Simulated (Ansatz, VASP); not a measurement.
**CuO (Tenorite): VASP beside Ansatz**

File INCAR:

```
SYSTEM = CuO
PREC = Accurate ; ENCUT = 520
EDIFF = 1E-7 ; ISMEAR = 0
SIGMA = 0.022 ; LREAL = .False.
LASPH = .True. ; NELM = 100
ALGO = Normal ; ISIF = 2
LWAVE = .False. ; LCHARG = .False.
GGA = PE ; NBANDS = 25
```

Contents of KPOINTS:

```
Automatic mesh
0
Gamma
  10 10 5
  0 0 0
```

File POSCAR:

```
CuO
1.0
    2.3418500000     -1.7113000000      0.0000000000
    2.3418500000      1.7113000000      0.0000000000
   -0.8500274268      0.0000000000      5.0578693947
Cu O
2 2
Direct
    0.5000000000      0.0000000000      0.5000000000
    0.0000000000      0.5000000000      0.0000000000
    0.4184000000      0.5816000000      0.7500000000
    0.5816000000      0.4184000000      0.2500000000
```

input.yaml

```yaml
crystal:
  lattice:
    - [2.34185, -1.7113, 0.0]
    - [2.34185, 1.7113, 0.0]
    - [-0.8500274268, 0.0, 5.0578693947]
  atoms:
    - { symbol: Cu, position: [0.5, 0.0, 0.5] }
    - { symbol: Cu, position: [0.0, 0.5, 0.0] }
    - { symbol: O, position: [0.4184, 0.5816, 0.75] }
    - { symbol: O, position: [0.5816, 0.4184, 0.25] }
hamiltonian:
  xc: pbe
  pseudopotentials: { kind: paw }
kpoints:
  mp_grid: { grid: [10, 10, 5] }
scf:
  occupations: { method: gaussian, width: 0.022 }
output:
  forces: true
  stress: true
  eigenvalues: true
  write_density: true
  write_potential: true
  elf: true
  volumetric_format: npy
```

Alike in both runs: task single point; functional PBE; k mesh 10 × 10 × 5; occupations gaussian, width 0.022 eV; no spin polarisation.

|  | VASP | Ansatz |
| --- | --- | --- |
| version | VASP 6.6.1 | Ansatz 0.2.0 |
| potentials or method | VASP PAW PBE potentials, release 64 (Cu, O) | Ansatz PAW |
| plane-wave cutoff (eV) | 520 | 420 |
| valence electrons in the cell | 34 | 50 |

```tsv
	VASP	Ansatz	Ansatz less VASP
gap on the k mesh at the Fermi level (eV)	none	none	-
pressure (GPa)	6.3	5.7	-0.66
largest component of the traceless stress (GPa)	1.35	1.28	-0.063
rms of the force components (eV/Å)	0.089	0.107	+0.0176
```

Atom by atom the forces differ by 0.018 eV/Å (rms over components). A gap of «none» marks a metal or a gap that the smearing closes. The two sets of potentials don't hold the same shells in valence.

Caveats: the run has no spin polarisation, though such a crystal can be magnetic; semilocal functionals often make such compounds metallic where correlation or magnetic order opens a gap, which also shifts bond lengths; the pressure holds a Pulay correction of +0.7 GPa for the finite cutoff (Ansatz). With open d or f shells a metallic result of PBE can be an artefact of self-interaction; +U or a hybrid may open a gap.
